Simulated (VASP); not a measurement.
Input of a VASP 6.6.1 run:

INCAR

```
  PREC = Accurate
  ENCUT = 600
  EDIFF = 1E-6
  ISMEAR = 0
  SIGMA = 0.01
  LREAL = F
  LASPH = T
  NELM = 120
  ALGO = Normal
  ISIF = 2
  LWAVE = F
  LCHARG = F
  NBANDS = 11
  GGA_COMPAT = F
```

The input KPOINTS:

```
Automatic mesh
0
Gamma
  10 10 10
```

Contents of POSCAR:

```
BN
1.0
   -0.0000000001      1.7903522057      1.7903522055
    1.7903522053      0.0000000001      1.7903522053
    1.7903522055      1.7903522057     -0.0000000001
B N
1 1
Direct
    0.0000000004      0.0000000004      0.0000000004
    0.2499999996      0.2499999996      0.2499999996
```

Potentials or basis: VASP PAW LDA potentials, release 64 (B, N).

Command:

```sh
$ cat potpaw_LDA.64/B/POTCAR potpaw_LDA.64/N/POTCAR > POTCAR
$ mpirun -np 1 vasp_std > vasp.out
```

**Question.** What does it give for the band gap on the k mesh?

**Answer.** 4.38 eV, indirect (least direct gap 8.82 eV).

**Question.** What does it give for the pressure?

**Answer.** 0.7 GPa.

**Measured values to compare with.**

A printed reference work, monograph reports, for a bulk crystal of BN at 300 K: band gap 6.4 eV (indirect).

Measured gap of BN: 6.4 eV (indirect; 300 K; a printed reference work, monograph). This calculation gives 4.38 eV (-2.02 eV). The value is that of LDA on a finite k mesh, which can miss the band edges, without temperature or zero-point motion. Semilocal functionals fall short of measured gaps as a rule.
